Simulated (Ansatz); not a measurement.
CuI under changes of volume

One of the cells (27.401 Å³/atom); the others are scaled copies at fixed shape and fractional positions:

```xyz
4
Lattice="4.0902 0.0000 0.0000 0.0000 4.0902 0.0000 0.0000 0.0000 6.5515" Properties=species:S:1:pos:R:3 pbc="T T T"
I     0.0000    2.0451    4.8680
I     2.0451    0.0000    1.6835
Cu    0.0000    0.0000    0.0000
Cu    2.0451    2.0451    0.0000
```

Measurements of this composition are mostly on another form, of space group No. 216.

- Program: Ansatz 0.2.0
- Functional: PBEsol
- Potentials or basis: all-electron LAPW, scalar-relativistic
- Cutoff: 255 eV (chosen from the basis error)
- Basis error allowed: 0.002 eV/atom
- k mesh: 7 × 7 × 4
- Occupations: fermi-dirac, width 0.05 eV
- Spin: no spin polarisation

```tsv
volume (Å³/atom)	energy over the lowest point (meV/atom)	pressure (GPa)	gap on the mesh (eV)	largest force (eV/Å)
25.757	2.63	1.4	1.60	0.351
26.305	0.00	0.2	1.56	0.138
26.853	1.01	-0.8	1.53	0.056
27.401	5.23	-1.7	1.49	0.233
27.949	12.24	-2.4	1.46	0.394
28.497	21.72	-3.1	1.43	0.541
29.045	?	?	?	?
```

Task: What does the run at 29.045 Å³/atom give?

Result: Energy over the lowest point 33.36 meV/atom; pressure -3.7 GPa; gap on the mesh 1.41 eV; largest force 0.676 eV/Å.

Worked out: A Birch-Murnaghan fit of order 3 (a polynomial in V^(-2/3)) to the other rows has its minimum at 26.42 Å³/atom with B0 = V·E''(V) = 50 GPa and B' = 5.3 at fixed shape and positions, which overstates the stiffness. It gives 33.35 meV/atom at 29.045 Å³/atom, against the run's 33.36, and -dE/dV = -3.7 GPa, against -3.7. A straight line through the other rows of the gap, of slope -1.68 eV per unit of ln V (its deformation potential), extrapolates to 1.40 eV, against the run's 1.41.

Energies are extrapolated to zero smearing.

Caveats: spin-orbit coupling is left out, which moves the levels of the heavy elements; this functional lacks dispersion, which binds the layers, so the pressure and a relaxed spacing across them are unreliable.
